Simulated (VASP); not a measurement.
# BaTiO3 (Pm-3m) in VASP: notebook, part 2 of 2

VASP 6.6.1. The steps go on from the part before.

### 3 Single point, LDA

Input file INCAR:

```
PREC = Accurate
ENCUT = 650
EDIFF = 1E-7
ISMEAR = 0
SIGMA = 0.05
LREAL = False
LASPH = True
NELM = 100
ALGO = Normal
ISIF = 2
LWAVE = False
LCHARG = False
GGA = CA
ADDGRID = False
```

Input file KPOINTS:

```
Automatic mesh
0
Gamma
  8 8 8
```

Input file POSCAR:

```
BaTiO3
1.0
    4.0060000000      0.0000000000      0.0000000000
    0.0000000000      4.0060000000      0.0000000000
    0.0000000000      0.0000000000      4.0060000000
Ba Ti O
1 1 3
Direct
    0.5000000000      0.5000000000      0.5000000000
    0.0000000000      0.0000000000      0.0000000000
    0.0000000000      0.0000000000      0.5000000000
    0.0000000000      0.5000000000      0.0000000000
    0.5000000000      0.0000000000      0.0000000000
```

Potentials or basis: VASP PAW LDA potentials, release 64 (Ba_sv, Ti_sv, O).

On the command line:

```
> cat potpaw_LDA.64/Ba_sv/POTCAR potpaw_LDA.64/Ti_sv/POTCAR potpaw_LDA.64/O/POTCAR > POTCAR
> mpirun -np 1 vasp_std > vasp.out
```

OUTCAR:

```text
PREC = Accurate
   ENCUT = 650
   EDIFF = 1E-7
   ISMEAR = 0
   LREAL = False
   LASPH = True
   NELM = 100
   ISIF = 2
   GGA = CA

 Found     35 irreducible k-points:

 Following reciprocal coordinates:
            Coordinates               Weight
  0.000000  0.000000  0.000000      1.000000
  0.125000  0.000000  0.000000      6.000000
  0.250000  0.000000  0.000000      6.000000
  0.375000  0.000000  0.000000      6.000000
  0.500000  0.000000  0.000000      3.000000
  0.125000  0.125000  0.000000     12.000000
   k-points           NKPTS =     35   k-points in BZ     NKDIM =     35   number of bands    NBANDS=     24
   number of dos      NEDOS =    301   number of ions     NIONS =      5
   total plane-waves  NPLWV =  46656
   dimension x,y,z NGX =    36 NGY =   36 NGZ =   36
   dimension x,y,z NGXF=    72 NGYF=   72 NGZF=   72
   ions per type =               1   1   3
   NGX,Y,Z   is equivalent  to a cutoff of  14.94, 14.94, 14.94 a.u.
   NGXF,Y,Z  is equivalent  to a cutoff of  29.88, 29.88, 29.88 a.u.
 SYSTEM =  unknown system
   PREC   = accura    normal or accurate (medium, high low for compatibility)
   ISTART =      0    job   : 0-new  1-cont  2-samecut
   ICHARG =      2    charge: 1-file 2-atom 10-const
   ISPIN  =      1    spin polarized calculation?
   LNONCOLLINEAR =      F non collinear calculations
   LSORBIT =      F    spin-orbit coupling
   LASPH  =      T    aspherical Exc in radial PAW
   ENCUT  =  650.0 eV  47.77 Ry    6.91 a.u.   8.33  8.33  8.33*2*pi/ulx,y,z
   NELM   =    100;   NELMIN=  2; NELMDL= -5     # of ELM steps
   EDIFF  = 0.1E-06   stopping-criterion for ELM
   LREAL  =      F    real-space projection
   EDIFFG = 0.1E-05   stopping-criterion for IOM
   NSW    =      0    number of steps for IOM
   IBRION =     -1    ionic relax: 0-MD 1-quasi-New 2-CG
   NFREE  =      0    steps in history (QN), initial steepest desc. (CG)
   ISIF   =      2    stress and relaxation
   ISYM   =      2    0-nonsym 1-usesym 2-fastsym
   POTIM  = 0.5000    time-step for ionic-motion
   TEBEG  =    0.0;   TEEND  =   0.0 temperature during run
   PSTRESS=    0.0 pullay stress
   NELECT =      40.0000    total number of electrons
   NUPDOWN=      -1.0000    fix difference up-down
   EMIN   =  10.00;   EMAX   =-10.00  energy-range for DOS
   EFERMI =   0.00;   METHOD = LEGACY
   ISMEAR =     0;   SIGMA  =   0.05  broadening in eV -4-tet -1-fermi 0-gaus
   EFERMI_NEDOS =   21; number of points for ismear=-14 and -15
   IALGO  =     38    algorithm
   IMIX   =      4    mixing-type and parameters
     AMIX     =   0.40;   BMIX     =  1.00
     AMIX_MAG =   1.60;   BMIX_MAG =  1.00
  volume/ion in A,a.u.               =      12.86        86.77
  Fermi-wavevector in a.u.,A,eV,Ry     =   1.397603  2.641087 26.576187  1.953295
  Thomas-Fermi vector in A             =   2.520843
   LORBIT       =      0    0 simple, 1 ext, 2 COOP (PROOUT), +10 PAW based schemes
   GGA     = CA    functional components
   LHFCALC =     F    Hartree Fock is set to
   AEXX    =    0.0000 exact exchange contribution
   IVDW    =     0    specifies the selected vdW correction
   LEPSILON=     F    determine dielectric tensor
   LRPA    =     F    only Hartree local field effects (RPA)
 non-spin polarized calculation
 Gauss-broadening in eV      SIGMA  =   0.05
  energy-cutoff  :      650.00
  volume of cell :       64.29
 maximum number of plane-waves:      2469
 NGX is ok and might be reduce to    36
   NGX = 17   NGY = 17   NGZ = 17

 number of electron      39.9999998 magnetization

 Free energy of the ion-electron system (eV)
  ---------------------------------------------------
  ext. energy  EPLUGINS =         0.00000000
  ---------------------------------------------------
  free energy    TOTEN  =       -44.10975683 eV

  energy without entropy =      -44.10975683  energy(sigma->0) =      -44.10975683

 E-fermi :   3.7616     XC(G=0): -11.7239

 val. band max:        3.4991793984   @ k =   0.5000   0.5000   0.5000
 cond. band min:       5.1526858947   @ k =   0.0000   0.0000   0.0000
 fundamental gap:      1.6535064964
 Fermi energy:         3.7616069945

 k-point     1 :       0.0000    0.0000    0.0000
  band No.  band energies     occupation
      1     -52.3966      2.00000
      2     -29.0095      2.00000
      3     -29.0095      2.00000
      4     -29.0095      2.00000
      5     -21.1604      2.00000
      6     -13.0747      2.00000
[... 16 lines left out ...]
     23       5.1527      0.00000
     24       7.4244      0.00000
[... 112 lines left out ...]
      2     -29.0172      2.00000
      3     -29.0168      2.00000
      4     -29.0089      2.00000
      5     -21.1264      2.00000
      6     -13.0788      2.00000
[... 16 lines left out ...]
     23       5.6891      0.00000
     24       7.6357      0.00000

 [... further k-points ...]
[... 5 lines left out ...]
  --------------------------------------------------------------------------------------
  -------------------------------------------------------------------------------------
  Total       -3.0234284     -3.0234284     -3.0234284      0.0000000     -0.0000000      0.0000000
  in kB      -75.3489889    -75.3489889    -75.3489889      0.0000000     -0.0000000      0.0000000
  external PRESSURE =     -75.3489889 kB  Pullay stress =       0.0000000 kB

 VOLUME and BASIS-vectors are now :
 -----------------------------------------------------------------------------
  energy-cutoff  :      650.00
  volume of cell :       64.29
      direct lattice vectors                 reciprocal lattice vectors
     4.006000000  0.000000000  0.000000000     0.249625562  0.000000000  0.000000000
     0.000000000  4.006000000  0.000000000     0.000000000  0.249625562  0.000000000
     0.000000000  0.000000000  4.006000000     0.000000000  0.000000000  0.249625562

 POSITION                                       TOTAL-FORCE (eV/Angst)
 -----------------------------------------------------------------------------------
      2.00300      2.00300      2.00300         0.000000      0.000000      0.000000
      0.00000      0.00000      0.00000         0.000000      0.000000      0.000000
      0.00000      0.00000      2.00300         0.000000      0.000000      0.000000
      0.00000      2.00300      0.00000         0.000000      0.000000      0.000000
      2.00300      0.00000      0.00000         0.000000      0.000000      0.000000
 -----------------------------------------------------------------------------------
    total drift:                                0.000000      0.000000     -0.000000

  FREE ENERGIE OF THE ION-ELECTRON SYSTEM (eV)
  ---------------------------------------------------
  free  energy   TOTEN  =       -44.1097568267 eV

  energy  without entropy=      -44.1097568267  energy(sigma->0) =      -44.10975683
```

OSZICAR:

```text
N       E                     dE             d eps       ncg     rms          rms(c)
DAV:   1     0.484870790108E+03    0.48487E+03   -0.23782E+04  1680   0.209E+03
DAV:   2    -0.190531305014E+01   -0.48678E+03   -0.47800E+03  2032   0.516E+02
DAV:   3    -0.524465541861E+02   -0.50541E+02   -0.49409E+02  2056   0.157E+02
DAV:   4    -0.547842940469E+02   -0.23377E+01   -0.23365E+01  2552   0.329E+01
DAV:   5    -0.548351155152E+02   -0.50821E-01   -0.50817E-01  2184   0.448E+00    0.224E+01
DAV:   6    -0.444867448064E+02    0.10348E+02   -0.74697E+01  2568   0.761E+01    0.103E+01
DAV:   7    -0.443353720613E+02    0.15137E+00   -0.12452E+01  2112   0.259E+01    0.632E+00
DAV:   8    -0.441157074803E+02    0.21966E+00   -0.11999E+00  2240   0.105E+01    0.253E+00
DAV:   9    -0.441268962170E+02   -0.11189E-01   -0.21386E-01  2232   0.323E+00    0.120E+00
DAV:  10    -0.441103586539E+02    0.16538E-01   -0.98799E-02  2224   0.330E+00    0.315E-01
DAV:  11    -0.441098270919E+02    0.53156E-03   -0.46013E-03  2432   0.527E-01    0.571E-02
DAV:  12    -0.441097640155E+02    0.63076E-04   -0.43653E-04  2016   0.228E-01    0.194E-02
DAV:  13    -0.441097570230E+02    0.69925E-05   -0.64053E-05  2496   0.628E-02    0.836E-03
DAV:  14    -0.441097577018E+02   -0.67882E-06   -0.12044E-05  2376   0.303E-02    0.834E-03
DAV:  15    -0.441097570356E+02    0.66628E-06   -0.96358E-06  2128   0.273E-02    0.355E-03
DAV:  16    -0.441097568321E+02    0.20350E-06   -0.16402E-06  2088   0.115E-02    0.782E-04
DAV:  17    -0.441097568267E+02    0.53737E-08   -0.34782E-08  1048   0.158E-03
   1 F= -.44109757E+02 E0= -.44109757E+02  d E =-.199505E-15
```

stdout:

```text
POSCAR found type information on POSCAR BaTiO
 POSCAR found :  3 types and       5 ions
 scaLAPACK will be used
 LDA part: xc-table for (Slater(with rela. corr.)+CA(PZ))
 , standard interpolation
 POSCAR, INCAR and KPOINTS ok, starting setup
 FFT: planning ... GRIDC
 FFT: planning ... GRID_SOFT
 FFT: planning ... GRID
 WAVECAR not read
 entering main loop
```

Run time: 99 s. Hardware: 1 thread of AMD EPYC 7R13 (Zen 3), shared host; peak memory 0.2 GiB.

These settings aren't checked as converged: the numbers below hold their error.

Results:

| Property | Result |
| --- | --- |
| Free energy | -44.1098 eV |
| Pressure | -7.5 GPa |
| Band gap on the k mesh | 1.65 eV, indirect (least direct gap 1.80 eV) |

Caveat: spin-orbit coupling is left out, which moves the levels of the heavy elements.

### 4 For comparison

An earlier run on the cell as given: functional PBEsol; potentials or basis VASP PAW PBE potentials, release 64 (Ba_sv, Ti_sv, O); cutoff 520 eV; k mesh 7 × 7 × 7; occupations fermi-dirac, width 0.05 eV; no spin polarisation.

- Pressure: -2.8 GPa
- Band gap on the k mesh: 1.76 eV, indirect (least direct gap 1.84 eV)
